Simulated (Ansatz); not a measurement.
WC (CsCl type), DFT, PBE, PAW with Ansatz's default frozen-core files, scalar-relativistic (Ansatz 0.2.0), on 1 thread of Intel(R) Xeon(R) Platinum 8259CL CPU @ 2.50GHz (Skylake/Cascade Lake) (shared host).

Command: `ansatz run input.yaml --threads 1 --pin off --max-ram 3584MiB --backend cpu --events-out ev --progress --plain --runs-dir out`

```yaml
crystal:
  lattice:
    - [2.5029760913, 0.0, 0.0]
    - [0.0, 2.5029760913, 0.0]
    - [0.0, 0.0, 2.5029760913]
  atoms:
    - { symbol: W, position: [0.0, 0.0, 0.0] }
    - { symbol: C, position: [0.5, 0.5, 0.5] }
kpoints:
  mp_grid: { grid: [15, 15, 15] }
scf:
  occupations: { method: fermi_dirac, width: 0.08 }
hamiltonian:
  xc: pbe
  pseudopotentials: { kind: paw }
output:
  forces: true
  stress: true
  eigenvalues: true
  write_density: true
  write_potential: true
  elf: true
  volumetric_format: npy
relax:
  f_tol: 0.005
  max_steps: 40
  cell: { p_target: 150.0, stress_tol: 0.075 }
```

How large is the problem that the program sets up?

120 irreducible k-points, 305 plane waves at Γ, 13 bands.

About how long does it take?

11 s of wall time for 33 SCF iterations over 4 geometries. Times on shared machines scatter by tens of per cent.
